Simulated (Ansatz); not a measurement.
# NbH2: pressure against volume scale

All results are calculated (Ansatz 0.2.0). Periodic Kohn-Sham DFT of a crystal at fixed atoms, scaled to volume_scale times the given cell; pressure positive in compression, energy less spherical unpolarised free atoms, largest_vzz the field gradient of largest size among the nuclei.

The cell before it is scaled or strained (space group Fm-3m, No. 225):
```
NbH2
1.0
      0.0000     2.2815     2.2815
      2.2815     0.0000     2.2815
      2.2815     2.2815     0.0000
Nb H
1 2
Direct
  0.00000 0.00000 0.00000
  0.25000 0.25000 0.25000
  0.75000 0.75000 0.75000
```

Settings of every row: method all-electron PAW; functional LDA; relativity scalar; k mesh 15x15x15; filling fermi-dirac; smearing width 0.03 eV; nucleus gaussian.

Atom start moment: 0 on all atoms.

| row | volume scale | V (Å³/atom) | pressure (GPa) |
| --- | --- | --- | --- |
| 1 | 0.94 | 7.442 | 3.507 |
| 2 | 0.96 | 7.6 | -0.81 |
| 3 | 0.98 | 7.759 | ? |
| 4 | 0.99 | 7.838 | -6.486 |
| 5 | 1 | 7.917 | -8.186 |
| 6 | 1.01 | 7.996 | -9.799 |
| 7 | 1.02 | 8.076 | -11.328 |
| 8 | 1.04 | 8.234 | -14.153 |
| 9 | 1.06 | 8.392 | -16.693 |

Question: what pressure should row 3 give?

Worked fit of pressure. Take u = (V_r/V)^(2/3) − 1 with V_r = 7.9565 Å³ an atom, which is twice the finite (Eulerian) strain; such expansions in the strain, on which the Birch-Murnaghan equation of state is built, carry the rest volume and the bulk modulus. The shown rows have u = 0.04557, 0.03103, 0.01005, 0.00332, -0.0033, -0.00989, -0.0226, -0.0349. Least squares give pressure = −8.9976 + 242.651 × u + 661.59 × u² + 768 × u³ GPa; a parabola predicts inner rows, each left out in turn, worse (root mean square 0.013 against 0.0067 GPa). The rows lie off it by 0.000, -0.002, 0.005, -0.001, -0.008, 0.005, -0.001, 0.000 (root mean square 0.0039 GPa). The pressure vanishes at u = 0.0338, or V = 7.569 Å³ an atom, and there the bulk modulus at fixed shape and fractions is B = −V dP/dV = (2/3)(1 + u) dP/du = 200 GPa. The withheld row has u = 0.0169, so the fit gives −8.9976 + 242.651 × (0.0169) + 661.59 × (0.0169)² + 768 × (0.0169)³ = -4.704 GPa.

The calculation gave -4.693 GPa. The fit lies 0.011 GPa (0.054 % of the column's range) below it; its largest miss of a shown row is 0.008 GPa.
